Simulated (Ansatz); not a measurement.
A (111) slab of AlRu (Pm-3m (No. 221)), 14 planes, outer planes Al (top) and Ru (bottom), with 14 atoms (Al7Ru7) in a surface cell of A = 15.408 Å², as cut from the bulk:

```xyz
14
Lattice="4.2181 0.0000 0.0000 -2.1090 3.6530 0.0000 0.0000 0.0000 26.1931" Properties=species:S:1:pos:R:3 pbc="T T T"
Ru    0.0000    2.4353    7.5000
Al    2.1090    1.2177    8.3610
Ru    0.0000    0.0000    9.2220
Al    0.0000    2.4353   10.0830
Ru    2.1090    1.2177   10.9440
Al    0.0000    0.0000   11.8050
Ru    0.0000    2.4353   12.6661
Al    2.1090    1.2177   13.5271
Ru    0.0000    0.0000   14.3881
Al    0.0000    2.4353   15.2491
Ru    2.1090    1.2177   16.1101
Al    0.0000    0.0000   16.9711
Ru    0.0000    2.4353   17.8321
Al    2.1090    1.2177   18.6931
```

Theory: DFT r2SCAN, scalar-relativistic, plane waves, PAW (Ansatz). Settings: cutoff 500 eV, Γ-centred mesh 9×9×1 on the computed 14-atom cell, Gaussian smearing of 0.10 eV; no spin polarisation. A dipole correction removes the field between periodic images along c.

Against the same 14 atoms in the bulk, the slab as cut lies 6.117 eV higher and the relaxed slab 5.935 eV higher.

Question: Work out the surface energy before and after relaxation.

Answer: The slab has two faces, so γ = (E_slab − N·E_bulk)/(2A), the mean of both. As cut: 6.117/(2 × 15.408) = 0.1985 eV/Å², and 1 eV/Å² = 16.02 J/m², so γ = 3.18 J/m². Relaxed: 5.935/(2 × 15.408) = 0.1926 eV/Å² = 3.09 J/m². Relaxation recovers 3 % of the cost of cutting.

Question: What is the ideal work of this cut, per area?

Answer: Griffith's ideal work is 2γ: 6.36 J/m² if the new faces stay rigid, 6.17 J/m² if they relax. One thickness was run, 14 planes, so γ can still shift with it.